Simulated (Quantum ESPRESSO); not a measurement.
Crystal: MgS.

```
CELL_PARAMETERS angstrom
0.00000 2.83312 2.83312
2.83312 0.00000 2.83312
2.83312 2.83312 0.00000
ATOMIC_POSITIONS crystal
S 0.25000 0.25000 0.25000
Mg 0.00000 0.00000 0.00000
```

The cell comes from a database or a generator and needn't be the stable form of this composition.

Base run:

```yaml
Program: Quantum ESPRESSO 7.5
Functional: LDA
Potentials_or_basis: GBRV 1.5 LDA
Cutoff: 612 eV
Density_cutoff: 4898 eV
k_mesh: 8 × 8 × 8
Occupations: fermi-dirac, width 0.05 eV
Spin: no spin polarisation
```

Its results: band gap on the k mesh 3.17 eV, direct; pressure -2.2 GPa.

Task: The run is repeated on the same cell with these changes: functional from LDA to PBEsol; potentials or basis from GBRV 1.5 LDA to GBRV 1.5 PBEsol. What comes out?

Result: Band gap on the k mesh 3.28 eV, direct; pressure -0.5 GPa.

Caveats: some levels on the path didn't converge (some runs).
